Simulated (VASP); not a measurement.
# BP (rocksalt): gaps by functional in VASP

```
CELL_PARAMETERS angstrom
0.00000 2.15542 2.15542
2.15542 0.00000 2.15542
2.15542 2.15542 0.00000
ATOMIC_POSITIONS crystal
B 0.00000 0.00000 0.00000
P 0.50000 0.50000 0.50000
```

All runs share this cell. Band v is the last that the valence electrons fill when counted band by band, and c is the next. A negative gap between them is a band overlap, as in a metal.

```json
{"level": "PBE", "gap (eV)": "-4.10", "least direct gap (eV)": "0.52", "pressure (GPa)": "-0.1"}
{"level": "r²SCAN", "gap (eV)": "-4.40", "least direct gap (eV)": "0.46", "pressure (GPa)": "-0.4"}
{"level": "LDA", "gap (eV)": "-3.98", "least direct gap (eV)": "0.53", "pressure (GPa)": "-6.2"}
{"level": "PBEsol", "gap (eV)": "-4.05", "least direct gap (eV)": "0.52", "pressure (GPa)": "-3.3"}
```
